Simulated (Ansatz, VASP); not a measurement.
## TePb: VASP beside Ansatz

```
Te Pb
1.0
     0.00000    3.20086    3.26786
     3.26786    0.00000    3.26786
     3.26786    3.20086    0.00000
Te Pb
1 1
Direct
  0.50000 0.50000 0.50000
  0.00000 0.00000 0.00000
```

Change from the starting cell: uniaxial_y strain -2.0%.

Alike in both runs: task single point; functional r2SCAN; k mesh 8 × 8 × 8; no spin polarisation.

```csv
,VASP,Ansatz
version,VASP 6.6.1,Ansatz 0.2.0
potentials or method,"VASP PAW PBE potentials, release 64 (Te, Pb_d)","plane waves, PAW"
plane-wave cutoff (eV),520,500
occupations,"gaussian, width 0.01 eV",fixed
valence electrons in the cell,20,30
```

|  | VASP | Ansatz | Ansatz less VASP |
| --- | --- | --- | --- |
| gap on the k mesh at the Fermi level (eV) | 1.02 | 1.02 | -0.003 |
| pressure (GPa) | 1.0 | 1.0 | +0.01 |
| largest component of the traceless stress (GPa) | 1.70 | 1.70 | -0.004 |

The two sets of potentials don't hold the same shells in valence.

Caveats: the PAW data sets were made with another functional, which shifts forces and pressure a little (VASP); spin-orbit coupling is left out, which as a rule narrows the gap of such compounds by several tenths of an eV. A k mesh can miss the band edges.
